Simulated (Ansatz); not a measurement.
# SiC: the cost of one run

Computed with Ansatz 0.2.0 (DFT, PBE, plane-wave PAW, default files, scalar-relativistic, as far as a step names no other, unless a step's input says otherwise).

### 1 The starting structure

It takes space group P6_3mc (No. 186, hexagonal). Conventional cell: a = 3.077 Å, b = 3.077 Å, c = 15.098 Å, α = 90.00°, β = 90.00°, γ = 120.00°. Si (site symmetry 3m) has 4 C at 1.88 to 1.89 Å as nearest neighbours. Si (site symmetry 3m) has 4 C at 1.89 Å as nearest neighbours. Around C (site symmetry 3m) lie 4 Si at 1.88 to 1.89 Å. C (site symmetry 3m) has 4 Si at 1.89 Å as nearest neighbours.

Coordinates:

```xyz
12
Lattice="3.0766 0.0000 0.0000 -1.5383 2.6644 0.0000 0.0000 0.0000 15.0981" Properties=species:S:1:pos:R:3 pbc="T T T"
Si    0.0000    1.7763   12.5765
Si    1.5383    0.8881    5.0275
Si    1.5383    0.8881   10.0629
Si    0.0000    1.7763    2.5138
Si    0.0000    0.0000    7.5450
Si    0.0000    0.0000   15.0940
C     0.0000    0.0000   13.2013
C     0.0000    0.0000    5.6522
C     0.0000    1.7763   10.6894
C     1.5383    0.8881    3.1404
C     1.5383    0.8881    8.1759
C     0.0000    1.7763    0.6269
```

### 2 First run, atoms as given

input.yaml reads:

```yaml
crystal:
  lattice:
    - [3.0766210102, 0.0, 0.0]
    - [-1.5383105051, 2.6644319527, 0.0]
    - [0.0, 0.0, 15.09808432]
  atoms:
    - { symbol: Si, position: [0.3333333333, 0.6666666667, 0.83298615] }
    - { symbol: Si, position: [0.6666666667, 0.3333333333, 0.33298615] }
    - { symbol: Si, position: [0.6666666667, 0.3333333333, 0.6665006] }
    - { symbol: Si, position: [0.3333333333, 0.6666666667, 0.1665006] }
    - { symbol: Si, position: [0.0, 0.0, 0.49972942] }
    - { symbol: Si, position: [0.0, 0.0, 0.99972942] }
    - { symbol: C, position: [0.0, 0.0, 0.87436641] }
    - { symbol: C, position: [0.0, 0.0, 0.37436641] }
    - { symbol: C, position: [0.3333333333, 0.6666666667, 0.70799678] }
    - { symbol: C, position: [0.6666666667, 0.3333333333, 0.20799678] }
    - { symbol: C, position: [0.6666666667, 0.3333333333, 0.54152164] }
    - { symbol: C, position: [0.3333333333, 0.6666666667, 0.04152164] }
kpoints:
  mp_grid: { grid: [10, 10, 2] }
scf:
  occupations: { method: fermi_dirac, width: 0.02 }
hamiltonian:
  xc: pbe
  pseudopotentials: { kind: paw }
output:
  forces: true
  stress: true
  populations: true
  efg: { contact_densities: true }
```

The run is started by

```bash
$ ansatz run input.yaml --threads 1 --pin off --max-ram 2560MiB --backend cpu --events-out ev --progress --plain --runs-dir out
```

Q: Estimate wall time and peak memory on 1 thread of Arm Neoverse V2, shared host.

About 15 s, with a peak of 0.39 GiB.
